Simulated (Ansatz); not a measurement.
An Ansatz (a program for electronic structure) run: BeO with a change (pressure 5 GPa); r2SCAN (Ansatz, PAW, no SOC), earlier PAW set.

Input:

Ansatz 0.2 input:
```yaml
crystal:
  lattice:
    - [2.6785768101, 0, 0]
    - [-1.339288405, 2.3197155635, 0]
    - [0, 0, 4.3505311161]
  atoms:
    - { symbol: Be, position: [0.6666666667, 0.3333333333, 0.0014371418] }
    - { symbol: Be, position: [0.3333333333, 0.6666666667, 0.5014371418] }
    - { symbol: O, position: [0.6666666667, 0.3333333333, 0.6237628582] }
    - { symbol: O, position: [0.3333333333, 0.6666666667, 0.1237628582] }
basis: { ecutwfc: 500, ecutrho_ratio: 4, xc_grid: 4, fft_grid_basis: typed }
kpoints: { mp_grid: { grid: [14, 14, 8] } }
hamiltonian:
  xc: r2scan
  dispersion: none
  pseudopotentials: { azcp: { folder: ./paw }, kind: paw }
scf: { occupations: { method: fermi_dirac, width: 0.05 } }
relax: { f_tol: 0.01, max_steps: 60, cell: { stress_tol: 0.02, p_target: 5.0 } }
output: { forces: true, stress: true }
checkpoint: { write: state.ck, write_every: 1000 }
```

Output (explanatory and most iteration lines left out):

```
Relaxation: its limit of steps is 60 (relax.max_steps)
Pseudopotential: Be, paw, valence charge 2
Pseudopotential: O, paw, valence charge 6
Crystal: 4 atoms, lattice volume = 27.032 Å³
Basis set: ecut = 500 eV, 687 PW (Γ), exchange–correlation on 80×80×128 points (64 copies of the dense FFT grid, shifted against one another)
Bands: 12, of which v1, the nominal top of the filled ones, is band 8 counted from 1 (7 counted from 0)
Symmetry: 12 space group operations
Space group: P63mc (ITA 186), of the structure as read, at distance tolerance 3.0e-5 Å
k-points: 120 of 1568 (time reversal used)
Functional: x = r2scan, c = r2scan; τ floored in thin density (d = 2e-4 eV/Å³)
SCF iter   1: F=—  HF=-1330.762644 eV  |F-HF|=—  |Δ(HF+E_count)|=         —  Δρ=1.30e-1  dr2=4.12e0  dr2_τ=5.69e-1  ethr=3.10e-3  ⟨swp⟩=6.2  Hψ=8983  notcnv=0
SCF iter   2: F=—  HF=-1330.464130 eV  |F-HF|=—  |Δ(HF+E_count)|=   2.99e-1  Δρ=5.67e-2  dr2=3.39e-1  dr2_τ=1.32e-1  ethr=3.10e-3  ⟨swp⟩=2.7  Hψ=4022  notcnv=0
SCF 1 converged in 7 iterations: F = -1330.558829 eV  dr2 = 1.30e-8
relax step   1: F+E_penalty+E_count = -1330.55882894 eV  Δ(F+E_penalty+E_count) = +0.000e0 eV  max|allowed force component| = 5.238e-4 eV/Å  Δτ_max = 0.0000 Å  P = +3.006 GPa  Ω = 27.032 Å³  (7 SCF iters, dr2 threshold 1.00e-7 eV, accepted)
[... steps on the carried basis left out ...]
relax step   4: F+E_penalty+E_count = -1330.55320631 eV  Δ(F+E_penalty+E_count) = +1.512e-4 eV  max|allowed force component| = 7.216e-4 eV/Å  Δτ_max = 0.0000 Å  P = +5.011 GPa  Ω = 26.807 Å³  stress off target by 1.28e-2 GPa  SCF on the basis re-selected at this cell (its energy is not comparable with the rows above)  (5 SCF iters)
SCF converged after 5 iterations
Free energy (F): -1330.553206 eV
Internal energy: -1330.553206 eV  (E = F + TS)
E sigma→0 (E₀):  -1330.553206 eV
Fermi energy:    10.269527 eV
--- Forces (eV/Å), atoms counted from 1 ---
  atom   1  Be    -0.00000000    -0.00000000    -0.00090437
  atom   2  Be     0.00000000     0.00000000    -0.00090437
  atom   3  O      0.00000000     0.00000000     0.00053892
  atom   4  O     -0.00000000    -0.00000000     0.00053892
--- Stress (GPa, compression-positive) ---
        5.012760       0.000000       0.000000
        0.000000       5.012760       0.000000
        0.000000       0.000000       5.007749
  P = ⅓ Tr σ = 5.0111 GPa (50.111 kbar)
--- Relaxed structure (3 steps of the walk, 3 accepted, 1 SCFs on fresh bases) ---
  cell:  # Å, volume = 26.8074 Å³
    - [2.6711212563720292, -2.878716938436431e-11, 2.7538358560979985e-19]
    - [-1.3355606281610843, 2.3132588646211776, -1.3769179280232902e-19]
    - [4.472766483865735e-19, 2.8848915873526873e-33, 4.338468129941248]
  atoms:
    - { symbol: Be, position: [0.6666666666666665, 0.33333333333333326, 0.001427494436206856] }
    - { symbol: Be, position: [0.3333333333333333, 0.6666666666666665, 0.5014274944362068] }
    - { symbol: O, position: [0.6666666666666665, 0.33333333333333326, 0.6237725055637933] }
    - { symbol: O, position: [0.3333333333333333, 0.6666666666666665, 0.12377250556379316] }
```

Load acts through the strain it causes; cell and atoms are relaxed under it. Whether these cells are dynamically stable was not tested. No other phases were tried under pressure. The cell was made from BeO in the wurtzite structure (space group P6_3mc, No. 186) by this change: pressure 5 GPa.
